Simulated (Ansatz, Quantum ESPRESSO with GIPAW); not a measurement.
# Assigning the 17O lines of Al2O3

The values are calculated: DFT, PBEsol, plane-wave PAW (pslibrary 1.0.0 recipes), scalar-relativistic, GIPAW shieldings (Quantum ESPRESSO with GIPAW, a patched development version); field gradients by Ansatz. Shieldings are without the macroscopic shape term, which is common to all sites.

```
Al O
1.0
     2.88432    0.00000    0.00000
    -1.44216    2.49790    0.00000
     0.00000    0.00000    9.33675
Al O
2 3
Direct
  0.00000 0.00000 0.85147
  0.00000 0.00000 0.14853
  0.33333 0.66667 0.77966
  0.66667 0.33333 0.00000
  0.33333 0.66667 0.22034
```

The cell is a computed entry of the Materials Project; it need not be the form that is stable at ambient conditions. The coordinates shown are those after relaxation (atoms relaxed).

The O sites:

| site | atom no. | atoms in cell | site symmetry | surroundings | bonds (Å) |
| --- | --- | --- | --- | --- | --- |
| O(1) | 3 | 2 | 3m | bound to Al3 | 1.795 |
| O(2) | 4 | 1 | -6m2 | bound to Al6 | 2.167 |

The lines, in order of position:

| line | σ_iso (ppm) | relative area | span (ppm) | skew | \|C_Q\| (MHz) | η_Q |
| --- | --- | --- | --- | --- | --- | --- |
| A | 186.2 | 2 | 9.6 | -1.00 | 2.81 | 0.00 |
| B | 80.2 | 1 | 24.1 | -1.00 | 0.78 | 0.00 |

Simulated spectrum: 17O fast MAS, 20 T (115.5 MHz), central transition to second order, lines broadened by 1.6 ppm; the axis counts ppm from the isotropic position of the most shielded site, as −Δσ; rigid lattice, with dipolar and J couplings and satellite transitions left out.

offset (ppm), intensity and a bar:
```
    117.1       0.00 
    112.8       0.00 
    108.6       0.02 #
    105.6       1.00 ##############################
    104.3       0.17 #####
    100.4       0.01 
     96.1       0.00 
     91.9       0.00 
     88.0       0.00 
     83.7       0.00 
     79.4       0.00 
     75.5       0.00 
     71.3       0.00 
     67.0       0.00 
     62.8       0.00 
     58.8       0.00 
     54.6       0.00 
     50.3       0.00 
     46.4       0.00 
     42.2       0.00 
     37.9       0.00 
     34.0       0.00 
     29.7       0.00 
     25.5       0.00 
     21.2       0.00 
     17.3       0.00 
     13.0       0.00 
      8.8       0.00 
      4.9       0.00 
      0.6       0.04 #
     -2.0       0.76 #######################
     -3.6       0.59 ##################
     -5.0       0.66 ####################
     -7.6       0.10 ###
    -11.8       0.00 
    -16.1       0.00 
    -20.0       0.00
```

Most prominent maxima (ppm: height): 105.6: 1.00, -2.0: 0.76, -5.0: 0.66.

**Question.** Which site gives which line?

A: A is O(1) (bound to Al3); B is O(2) (bound to Al6). The areas settle A and B, whose multiplicities are unique.

[Banner, clock, file and message-heading lines were taken out of the pw.x and gipaw.x logs.]

[Logs are printed without paths, hosts, clocks, repeated set-up lines and the standing remarks that a program may print on its own settings, such as how far it seeks lower states.]

[Hosts, paths, dates, database ids (printed as entryN), source tags and the programs' standing remarks are cut or masked in the printed files.]
